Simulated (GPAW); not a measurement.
Os:

```xyz
2
Lattice="2.7341 0.0000 0.0000 -1.3671 2.3678 0.0000 0.0000 0.0000 4.3197" Properties=species:S:1:pos:R:3 pbc="T T T"
Os    1.3671    0.7893    3.2398
Os    0.0000    1.5785    1.0799
```

Base run:

```yaml
Program: GPAW 26.7.0
Functional: mBEEF
Potentials_or_basis: GPAW PAW data sets (gpaw-data 1.2.1)
Cutoff: 600 eV
Basis: pw
k_mesh: 8 × 8 × 5
Occupations: fermi-dirac, width 0.05 eV
Spin: spin-orbit coupling, no magnetisation
```

Its results: pressure -17.8 GPa.

The run is repeated on the same cell with these changes: functional from mBEEF to TPSS; spin axis theta (degrees) from 54.7 to 90. What comes out?

Pressure -0.2 GPa.

Caveats: spin-orbit coupling was added after a scalar SCF, so levels and gaps hold it while energy, forces, pressure and moments don't; so large a pressure means that the cell lies far from this level's equilibrium, or that cutoff or potentials fall short (some runs); the potentials were made for another functional, which shifts forces and pressure (some runs); the PAW data sets were made with another functional, which shifts forces and pressure a little (some runs).

Not every run made on this cell is shown here.
